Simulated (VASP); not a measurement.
Write the native input for VASP 6.6.1 that does the following.

```
Task                   : single point
Functional             : BLYP
Potentials or basis    : VASP PAW PBE potentials, release 64 (Te)
Cutoff                 : 520 eV
k mesh                 : 13 × 13 × 13
Occupations            : fermi-dirac, width 0.1 eV
Spin                   : no spin polarisation
Dipole correction      : no
Further INCAR settings : ALGO = Normal; EDIFF = 1e-06; NBANDS = 9
```

The structure of Te lies in POSCAR:

```
Te
1.0
   -2.0535031543      2.0535031543      2.0535031543
    2.0535031543     -2.0535031543      2.0535031543
    2.0535031543      2.0535031543     -2.0535031543
Te
1
Direct
    0.0000000000      0.0000000000      0.0000000000
```

This isn't the form of Te at room conditions, which is trigonal, of chains.

The input as run:

INCAR

```
AGGAC = 1.0
AGGAX = 1.0
ALDAC = 0.0
ALDAX = 1.0
ALGO = Normal
EDIFF = 1E-6
ENCUT = 520
GGA = B5
ISIF = 2
ISMEAR = -1
LASPH = True
LCHARG = False
LREAL = False
LWAVE = False
NBANDS = 9
NELM = 60
PREC = Accurate
SIGMA = 0.1
```

KPOINTS

```
k-points
0
Gamma
  13 13 13
```

Potentials or basis: VASP PAW PBE potentials, release 64 (Te).

Run with:

```sh
$ cat potpaw_PBE.64/Te/POTCAR > POTCAR
$ mpirun -np 1 vasp_std > vasp.out
```

Results of the run:

| Item | Value |
| --- | --- |
| Pressure | -2.5 GPa |
| Band gap on the k mesh | none (metal or under the smearing width) |

Caveat: the PAW data sets were made with another functional, which shifts forces and pressure a little.

Wall time 25 s on 1 thread of AMD EPYC 7R43 64-Core Processor (Zen 3), with other jobs on the host, peak memory 0.13 GiB.
